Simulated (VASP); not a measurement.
Crystal: CeO2.

```
Ce O
1.0
     0.00000    2.70365    2.70365
     2.70365    0.00000    2.70365
     2.70365    2.70365    0.00000
Ce O
1 2
Cartesian
  0.0000 0.0000 0.0000
  4.0555 4.0555 4.0555
  1.3518 1.3518 1.3518
```

Base run:

```yaml
Program: VASP 6.6.1
Functional: HSE03
Potentials_or_basis: VASP PAW PBE potentials, release 64 (Ce, O)
Cutoff: 520 eV
k_mesh: 6 × 6 × 6
Occupations: gaussian, width 0.02 eV
Spin: collinear spin, ferromagnetic start
Starting_moments: "[1.0, 0.0, 0.0] μB"
```

Its results: band gap on the k mesh 3.43 eV, indirect (least direct gap 3.56 eV); pressure -1.1 GPa; net moment 0.00 μB per cell.

Q: The run is repeated on the same cell with these changes: functional from HSE03 to r2SCAN-EpsX. What comes out?

A: Band gap on the k mesh 3.50 eV, indirect (least direct gap 3.61 eV); pressure 0.1 GPa; net moment 0.00 μB per cell.

Caveats: the magnetic or orbital state may not be the lowest; the PAW data sets were made with another functional, which shifts forces and pressure a little; spin-orbit coupling is left out, which moves the levels of the heavy elements; the mesh misses the band edges, which the band path finds closer together.
